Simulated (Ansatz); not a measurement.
# Sb in Ansatz: the effect of functional

The system is Sb.

```
Sb
1.0
     0.00000    2.32284    2.32284
     2.32284    0.00000    2.32284
     2.32284    2.32284    0.00000
Sb
1
Direct
  0.00000 0.00000 0.00000
```

This isn't the form of Sb at room conditions, which is rhombohedral.

The cell isn't the ideal one: volume scaled by 0.94.

Alike in all runs:

```yaml
Program: Ansatz 0.2.0
Task: single point
Potentials_or_basis: Ansatz PAW
k_mesh: 10 × 10 × 10
Occupations: fermi-dirac, width 0.05 eV
Spin: no spin polarisation
```

```tsv
functional	cutoff	pressure (GPa)
LDA	420 eV (not typed: the program's choice for these potentials)	?
PBEsol	420 eV (not typed: the program's choice for these potentials)	2.9
r2SCAN	500 eV (not typed: the program's choice for these potentials)	5.5
```

**Question.** What does the run with functional LDA give?

**Answer.** Pressure 1.7 GPa.

Caveats: the PAW data sets come from PBE, with cores solved anew for the run's functional, which leaves a small shift of forces and pressure.
